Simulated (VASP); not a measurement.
# SnSe (Pm-3m) in VASP: further runs

The runs below take SnSe through relaxation of cell and atoms, with PBEsol, PBE.

Everything below comes from runs of VASP 6.6.1. Logs are shortened: lines on timing, memory, paths and dates and some standing lists are left out, and cuts for length are marked.

### Step 1. The crystal as given

Symmetry: Pm-3m, No. 221, cubic system. Conventional cell: a = 3.607 Å, b = 3.607 Å, c = 3.607 Å, α = 90.00°, β = 90.00°, γ = 90.00°. Sn (site symmetry m-3m) is surrounded by 8 Se at 3.12 Å. Se (site symmetry m-3m) has 8 Sn at 3.12 Å as nearest neighbours.

Measurements of this composition are mostly on another form, of space group No. 62.

### Step 2. Relaxation of cell and atoms, PBEsol

The input, INCAR:

```
ALGO     = Normal         # electronic algorithm
EDIFF    = 1E-7           # SCF threshold, eV
EDIFFG   = -0.005         # ionic threshold
ENCUT    = 600            # plane-wave cutoff, eV
GGA      = PS             # functional
IBRION   = 2              # ionic algorithm
ISIF     = 3              # what is computed and relaxed
ISMEAR   = 0              # smearing method
LASPH    = T              # aspherical terms in the spheres
LCHARG   = F              # write CHGCAR
LREAL    = F              # projectors in reciprocal space
LWAVE    = F              # write WAVECAR
NELM     = 80             # most SCF steps
NSW      = 90             # ionic steps
PREC     = Accurate       # precision mode
SIGMA    = 0.03           # smearing width, eV
```

The input, KPOINTS:

```
k-points
0
Gamma
  8 8 8
```

The input, POSCAR:

```
SnSe                                    
1.0
    3.6068403602      0.0000000000     -0.0000000000
   -0.0000000000      3.6068403602     -0.0000000000
    0.0000000000      0.0000000000      3.6068403602
  Sn              Se            
     1     1
Direct
     0.5000000000000000    0.5000000000000000    0.5000000000000000
     0.0000000000000000    0.0000000000000000    1.0000000000000000
```

Potentials or basis: VASP PAW PBE potentials, release 64 (Sn_d, Se).

Launch:

```sh
cat potpaw_PBE.64/Sn_d/POTCAR potpaw_PBE.64/Se/POTCAR > POTCAR
mpirun -np 1 vasp_std > vasp.out
```

OUTCAR:

```text
EDIFF = 1E-7
   EDIFFG = -0.005
   ENCUT = 600
   GGA = PS
   IBRION = 2
   ISIF = 3
   ISMEAR = 0
   LASPH = T
   LREAL = F
   NELM = 80
   NSW = 90
   PREC = Accurate

 ion  position               nearest neighbor table
   1  0.500  0.500  0.500-   2 3.12   2 3.12   2 3.12   2 3.12   2 3.12   2 3.12   2 3.12   2 3.12

   2  0.000  0.000  0.000-   1 3.12   1 3.12   1 3.12   1 3.12   1 3.12   1 3.12   1 3.12   1 3.12

  LATTYP: Found a simple cubic cell.
 ALAT       =     3.6068403602

  Lattice vectors:

 A1 = (   3.6068403602,   0.0000000000,   0.0000000000)
 A2 = (   0.0000000000,   3.6068403602,   0.0000000000)
 A3 = (   0.0000000000,   0.0000000000,   3.6068403602)

Analysis of symmetry for initial positions (statically):
=====================================================================
 Subroutine PRICEL returns:
 Original cell was already a primitive cell.

 Routine SETGRP: Setting up the symmetry group for a
 simple cubic supercell.

 Subroutine GETGRP returns: Found 48 space group operations
 (whereof 48 operations were pure point group operations)
 out of a pool of 48 trial point group operations.

The static configuration has the point symmetry O_h .

Analysis of symmetry for dynamics (positions and initial velocities):
=====================================================================
 Subroutine PRICEL returns:
 Original cell was already a primitive cell.

 Routine SETGRP: Setting up the symmetry group for a
 simple cubic supercell.

 Subroutine GETGRP returns: Found 48 space group operations
 (whereof 48 operations were pure point group operations)
 out of a pool of 48 trial point group operations.

The dynamic configuration has the point symmetry O_h .

 Subroutine INISYM returns: Found 48 space group operations
 (whereof 48 operations are pure point group operations),
 and found     1 'primitive' translations

----------------------------------------------------------------------------------------

                                     Primitive cell

  volume of cell :      46.9225

  direct lattice vectors                    reciprocal lattice vectors
     3.606840360  0.000000000  0.000000000     0.277250973  0.000000000  0.000000000
     0.000000000  3.606840360  0.000000000     0.000000000  0.277250973  0.000000000
     0.000000000  0.000000000  3.606840360     0.000000000  0.000000000  0.277250973

  length of vectors
     3.606840360  3.606840360  3.606840360     0.277250973  0.277250973  0.277250973

  position of ions in fractional coordinates (direct lattice)
[... 94 lines left out ...]
   ISMEAR =     0;   SIGMA  =   0.03  broadening in eV -4-tet -1-fermi 0-gaus
   EFERMI_NEDOS =   21; number of points for ismear=-14 and -15
   IALGO  =     38    algorithm
   IMIX   =      4    mixing-type and parameters
     AMIX     =   0.40;   BMIX     =  1.00
     AMIX_MAG =   1.60;   BMIX_MAG =  1.00
  volume/ion in A,a.u.               =      23.46       158.32
  Fermi-wavevector in a.u.,A,eV,Ry     =   1.232039  2.328217 20.652568  1.517921
  Thomas-Fermi vector in A             =   2.366825
   LORBIT       =      0    0 simple, 1 ext, 2 COOP (PROOUT), +10 PAW based schemes
   GGA     = PS    functional components
   LHFCALC =     F    Hartree Fock is set to
   AEXX    =    0.0000 exact exchange contribution
   IVDW    =     0    specifies the selected vdW correction
   LEPSILON=     F    determine dielectric tensor
   LRPA    =     F    only Hartree local field effects (RPA)
 conjugate gradient relaxation of ions
 non-spin polarized calculation
 Gauss-broadening in eV      SIGMA  =   0.03
  energy-cutoff  :      600.00
  volume of cell :       46.92
 maximum number of plane-waves:      1596
 NGX is ok and might be reduce to    30
   NGX = 15   NGY = 15   NGZ = 15

 number of electron      20.0000005 magnetization

 Free energy of the ion-electron system (eV)
  ---------------------------------------------------
  ext. energy  EPLUGINS =         0.00000000
  ---------------------------------------------------
  free energy    TOTEN  =        -8.54734982 eV

  energy without entropy =       -8.54683501  energy(sigma->0) =       -8.54709241

 E-fermi :   6.7559     XC(G=0): -10.6073

 val. band max:        6.7332447103   @ k =   0.3750   0.3750   0.3750
 cond. band min:       6.7901466025   @ k =   0.3750   0.1250   0.0000
 fundamental gap:      0.0569018922
 Fermi energy:         6.7559257485

 k-point     1 :       0.0000    0.0000    0.0000
  band No.  band energies     occupation
      1     -14.6947      2.00000
      2     -14.6947      2.00000
      3     -14.6044      2.00000
      4     -14.6044      2.00000
      5     -14.6044      2.00000
      6      -7.3404      2.00000
      7       1.1402      2.00000
      8       4.7408      2.00000
      9       4.7408      2.00000
     10       4.7408      2.00000
     11      10.9830      0.00000
     12      10.9830      0.00000
     13      13.2133      0.00000
     14      13.2133      0.00000
[... 377 lines left out ...]
      1     -14.6637      2.00000
      2     -14.6461      2.00000
      3     -14.6307      2.00000
      4     -14.6264      2.00000
      5     -14.5857      2.00000
      6      -5.4754      2.00000
      7      -0.1526      2.00000
      8       1.9804      2.00000
      9       2.8021      2.00000
     10       5.7937      2.00000
     11       9.1105      0.00000
     12       9.9656      0.00000
     13      11.2582      0.00000
     14      14.3612      0.00000

 [... further k-points ...]

------------------------ aborting loop because EDIFF is reached ----------------------------------------

  FORCE on cell =-STRESS in cart. coord.  units (eV):
  Direction    XX          YY          ZZ          XY          YZ          ZX
  --------------------------------------------------------------------------------------
  -------------------------------------------------------------------------------------
  Total       -0.0007670     -0.0007670     -0.0007670      0.0000000      0.0000000     -0.0000000
  in kB       -0.0261910     -0.0261910     -0.0261910      0.0000000      0.0000000     -0.0000000
  external PRESSURE =      -0.0261910 kB  Pullay stress =       0.0000000 kB

 VOLUME and BASIS-vectors are now :
 -----------------------------------------------------------------------------
  energy-cutoff  :      600.00
  volume of cell :       46.92
      direct lattice vectors                 reciprocal lattice vectors
     3.606840360  0.000000000  0.000000000     0.277250973  0.000000000  0.000000000
     0.000000000  3.606840360  0.000000000     0.000000000  0.277250973  0.000000000
     0.000000000  0.000000000  3.606840360     0.000000000  0.000000000  0.277250973

 POSITION                                       TOTAL-FORCE (eV/Angst)
 -----------------------------------------------------------------------------------
      1.80342      1.80342      1.80342         0.000000      0.000000      0.000000
      0.00000      0.00000      0.00000         0.000000      0.000000      0.000000
 -----------------------------------------------------------------------------------
    total drift:                                0.000000      0.000000      0.000000

  FREE ENERGIE OF THE ION-ELECTRON SYSTEM (eV)
  ---------------------------------------------------
  free  energy   TOTEN  =        -8.5473498225 eV

  energy  without entropy=       -8.5468350064  energy(sigma->0) =       -8.54709241

 reached required accuracy - stopping structural energy minimisation
```

Wall time 11 s (1 thread of Intel Xeon 6975P-C (Granite Rapids), shared host); peak memory 0.19 GiB.

What came out:

```
Free energy             : -8.5473 eV
Pressure after relaxing : 0.0 GPa
Band gap on the k mesh  : none (metal or under the smearing width)
```

Final structure:
```
Sn Se
1.0
     3.60684    0.00000    0.00000
     0.00000    3.60684    0.00000
     0.00000    0.00000    3.60684
Sn Se
1 1
Direct
  0.50000 0.50000 0.50000
  0.00000 0.00000 0.00000
```

Caveat: the relaxation stopped at its first step, so nothing moved; the PAW data sets were made with another functional, which shifts forces and pressure a little.

### Step 3. Relaxation of cell and atoms, PBE

This run uses another cell than the first one, of 16.11 Å³/atom, 0.687 times its volume.

The input, INCAR:

```
  ALGO = Normal
  EDIFF = 1E-6
  EDIFFG = -0.01
  ENCUT = 300
  GGA = PE
  IBRION = 2
  ISIF = 3
  ISMEAR = 0
  LASPH = T
  LCHARG = F
  LREAL = F
  LWAVE = F
  NELM = 80
  NSW = 90
  PREC = Accurate
  SIGMA = 0.03
```

The input, KPOINTS:

```
k-points
0
Gamma
  4 4 4
```

The input, POSCAR:

```
SnSe
1.0
    3.1821000000      0.0000000000      0.0000000000
    0.0000000000      3.1821000000      0.0000000000
    0.0000000000      0.0000000000      3.1821000000
Sn Se
1 1
Direct
    0.5000000000      0.5000000000      0.5000000000
    0.0000000000      0.0000000000      0.0000000000
```

Potentials or basis: VASP PAW PBE potentials, release 64 (Sn, Se).

Launch:

```sh
cat potpaw_PBE.64/Sn/POTCAR potpaw_PBE.64/Se/POTCAR > POTCAR
mpirun -np 1 vasp_std > vasp.out
```

It took 12 s on 1 thread of Intel Xeon Platinum 8559C (Emerald Rapids), shared host; peak memory 0.11 GiB.

It converged, with:

```
Free energy                            : -7.5769 eV
Relaxed volume                         : 25.32 Å³/atom
Relaxed cell                           : a = 3.700 Å, b = 3.700 Å, c = 3.700 Å, α = 90.00°, β = 90.00°, γ = 90.00°
Space group after relaxing (to 0.05 Å) : Pm-3m (No. 221)
Energy gained by relaxing              : 1070.6 meV/atom
Ionic steps                            : 5
Pressure after relaxing                : 0.0 GPa
Band gap on the k mesh                 : none (metal or under the smearing width)
```

The path:
```
step  energy change (eV)  largest force (eV/Å)  pressure (GPa)  volume (Å³)
   1              0.0000                0.0000           60.43        32.22
   2             -1.4406                0.0000           -8.87        69.68
   3             -2.1364                0.0000            1.32        49.49
   4             -2.1399                0.0000           -0.64        51.22
   5             -2.1411                0.0000            0.01        50.64
```

Final structure:
```
Sn Se
1.0
     3.69962    0.00000    0.00000
     0.00000    3.69962    0.00000
     0.00000    0.00000    3.69962
Sn Se
1 1
Direct
  0.50000 0.50000 0.50000
  0.00000 0.00000 0.00000
```

Levels at points of the mesh, in eV from the Fermi level:
```
           k point  band 2  band 3  band 4  band 5  band 6  band 7  band 8  band 9
(0.00, 0.00, 0.00)   -5.70   -1.66   -1.66   -1.66    4.54    6.01    6.01    6.01
(0.50, 0.00, 0.00)   -8.17   -0.40   -0.40   -0.01    0.48    3.15    3.15    6.57
(0.50, 0.50, 0.00)   -6.01   -4.73   -4.73    0.01    4.14    4.14    4.71    6.55
(0.50, 0.50, 0.50)   -4.51   -2.76   -2.76   -2.76   -0.93   -0.93   -0.93   13.68
```

Caveat: the k mesh is coarse (spacing up to 0.49 Å⁻¹), so the values aren't converged; the volume moved by over 15 % at a fixed basis, so the end points are rough.

### Step 4. Relaxation of cell and atoms, PBE

This run uses another cell than the first one, of 25.32 Å³/atom, 1.079 times its volume.

INCAR, as its differences from that of step 3:

```diff
@@ -1,4 +1,4 @@
   ALGO = Normal
-  EDIFF = 1E-6
-  EDIFFG = -0.01
+  EDIFF = 1E-7
+  EDIFFG = -0.005
   ENCUT = 300
```

KPOINTS is that of step 3.

The input, POSCAR:

```
SnSe                                    
1.0
    3.6996202329      0.0000000000      0.0000000000
    0.0000000000      3.6996202329      0.0000000000
   -0.0000000000      0.0000000000      3.6996202329
  Sn              Se            
     1     1
Direct
     0.5000000000000000    0.5000000000000000    0.5000000000000000
     0.0000000000000000    0.0000000000000000    0.0000000000000000
```

Launch:

```sh
cat potpaw_PBE.64/Sn/POTCAR potpaw_PBE.64/Se/POTCAR > POTCAR
mpirun -np 1 vasp_std > vasp.out
```

Wall time 8.8 s (1 thread of Intel Xeon Platinum 8559C (Emerald Rapids), shared host); peak memory 0.14 GiB.

It converged, with:

* Free energy: -7.5886 eV
* Relaxed volume: 25.44 Å³/atom
* Relaxed cell: a = 3.705 Å, b = 3.705 Å, c = 3.705 Å, α = 90.00°, β = 90.00°, γ = 90.00°
* Space group after relaxing (to 0.05 Å): Pm-3m (No. 221)
* Energy gained by relaxing: 0.1 meV/atom
* Ionic steps: 3
* Pressure after relaxing: 0.0 GPa
* Band gap on the k mesh: none (metal or under the smearing width)

The path:
| step | energy change (eV) | largest force (eV/Å) | pressure (GPa) | volume (Å³) |
| --- | --- | --- | --- | --- |
| 1 | 0.0000 | 0.0000 | 0.26 | 50.64 |
| 2 | -0.0002 | 0.0000 | -0.06 | 50.93 |
| 3 | -0.0002 | 0.0000 | 0.00 | 50.88 |

Final structure:
```
CELL_PARAMETERS angstrom
3.70546 0.00000 0.00000
0.00000 3.70546 0.00000
0.00000 0.00000 3.70546
ATOMIC_POSITIONS crystal
Sn 0.50000 0.50000 0.50000
Se 0.00000 0.00000 0.00000
```

Levels at points of the mesh, in eV from the Fermi level:
```csv
k point,band 1,band 2,band 3,band 4,band 5,band 6,band 7,band 8,band 9
"(0.00, 0.00, 0.00)",-13.36,-5.71,-1.65,-1.65,-1.65,4.55,4.55,5.98,5.98
"(0.50, 0.00, 0.00)",-12.39,-8.14,-0.40,-0.40,-0.02,0.46,3.14,3.14,6.58
"(0.50, 0.50, 0.00)",-11.78,-6.00,-4.70,-4.70,0.02,4.12,4.12,4.69,6.54
"(0.50, 0.50, 0.50)",-11.38,-4.52,-2.74,-2.74,-2.74,-0.92,-0.92,-0.92,13.63
```

Caveat: the k mesh is coarse (spacing up to 0.42 Å⁻¹), so the values aren't converged.
